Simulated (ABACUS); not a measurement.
The system is Pt.

```
Pt
1.0
     0.00000    1.96090    1.96090
     1.96090    0.00000    1.96090
     1.96090    1.96090    0.00000
Pt
1
Direct
  0.00000 0.00000 0.00000
```

Base run:

* Program: ABACUS 3.10.1
* Functional: PBE
* Potentials or basis: PseudoDojo NC SR 0.4.1 PBE standard
* Cutoff: 1361 eV
* Density cutoff: 5442 eV
* Basis: DZP LCAO (the cutoffs set its grid)
* k mesh: 12 × 12 × 12
* Occupations: fermi-dirac, width 0.05 eV
* Spin: no spin polarisation

Its results: band gap on the k mesh none (metal or under the smearing width); pressure 11.1 GPa.

Task: The run is repeated on the same cell with these changes: basis from DZP LCAO (the cutoffs set its grid) to TZDP LCAO (the cutoffs set its grid); orbital files from Pt Pt_confined-atom_7au_3s2p2d1f.orb to Pt Pt_confined-atom_7au_4s3p3d1f.orb. What comes out?

Result: Band gap on the k mesh none (metal or under the smearing width); pressure 9.8 GPa.

Caveats: the atomic orbitals were generated for these runs and aren't a published set; the basis of atomic orbitals isn't converged, which shifts pressures, moduli and gaps.
